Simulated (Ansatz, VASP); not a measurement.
# Rh in VASP and in Ansatz

File INCAR:

```
SYSTEM = Rh
PREC = Accurate ; ENCUT = 520
EDIFF = 1E-7 ; ISMEAR = 1
SIGMA = 0.05 ; LREAL = .False.
LASPH = .True. ; NELM = 80
ALGO = Normal ; ISIF = 2
LWAVE = .False. ; LCHARG = .False.
GGA = PE ; NBANDS = 14
```

The input KPOINTS:

```
regular mesh
0
Gamma
  15 15 15
  0 0 0
```

POSCAR

```
Rh
1.0
    0.0000000000      1.8851123679      1.8851123679
    1.8851123679      0.0000000000      1.8851123679
    1.8851123679      1.8851123679      0.0000000000
Rh
1
Direct
    0.0000000000      0.0000000000      0.0000000000
```

Input for Ansatz:

```yaml
crystal:
  lattice:
    - [0.0, 1.8851123678855952, 1.8851123678855952]
    - [1.8851123678855952, 0.0, 1.8851123678855952]
    - [1.8851123678855952, 1.8851123678855952, 0.0]
  atoms:
    - { symbol: Rh, position: [0.0, 0.0, 0.0] }
basis:
  ecutwfc: 500.0
kpoints:
  mp_grid:
    grid: [15, 15, 15]
hamiltonian:
  xc: pbe
scf:
  convergence:
    dr2_threshold: 1.0e-10
  occupations:
    method: methfessel_paxton
    width: 0.05
output:
  stress: true
```

Alike in both runs: task single point; functional PBE; k mesh 15 × 15 × 15; occupations methfessel-paxton of order 1, width 0.05 eV; no spin polarisation.

|  | VASP | Ansatz |
| --- | --- | --- |
| version | VASP 6.6.1 | Ansatz 0.2.0 |
| potentials or method | VASP PAW PBE potentials, release 64 (Rh_pv) | plane waves, PAW |
| plane-wave cutoff (eV) | 520 | 500 |
| valence electrons in the cell | 15 | 17 |

Ansatz gave:

```
pressure (GPa) : 13.6
```

Q: Estimate VASP's values.

A: Pressure (GPa): 13.7.

The two sets of potentials don't hold the same shells in valence.
